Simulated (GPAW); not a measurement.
Crystal: Si2Ni.

```
Ni Si
1.0
     0.00000    2.70300    2.70300
     2.70300    0.00000    2.70300
     2.70300    2.70300    0.00000
Ni Si
1 2
Direct
  0.00000 0.00000 0.00000
  0.75000 0.75000 0.75000
  0.25000 0.25000 0.25000
```

Base run:

| Property | Result |
| --- | --- |
| Program | GPAW 26.7.0 |
| Functional | revPBE |
| Potentials or basis | the program's PAW data sets (release 1.2.1) made for this functional |
| Cutoff | 600 eV |
| Basis | pw |
| k mesh | 9 × 9 × 9 |
| Occupations | fermi-dirac, width 0.05 eV |
| Spin | collinear spin, ferromagnetic start |
| Starting moments | [1.0, 0.0, 0.0] μB |

Its results: pressure 7.2 GPa; net moment 0.00 μB per cell.

Task: After a change of settings the same cell gave: pressure 8.0 GPa; net moment 0.00 μB per cell. Which change was it?
A. functional from revPBE to RPBE
B. functional from revPBE to AM05; potentials or basis from the program's PAW data sets (release 1.2.1) made for this functional to PAW data sets generated in the run's folder for this functional
C. functional from revPBE to LDA
D. functional from revPBE to TPSS; potentials or basis from the program's PAW data sets (release 1.2.1) made for this functional to GPAW PAW data sets (gpaw-data 1.2.1)

Result: A.

Caveats: the stock nickel data set gives pressures a few GPa off other programs.

Runs at the PBE level aren't shown here.
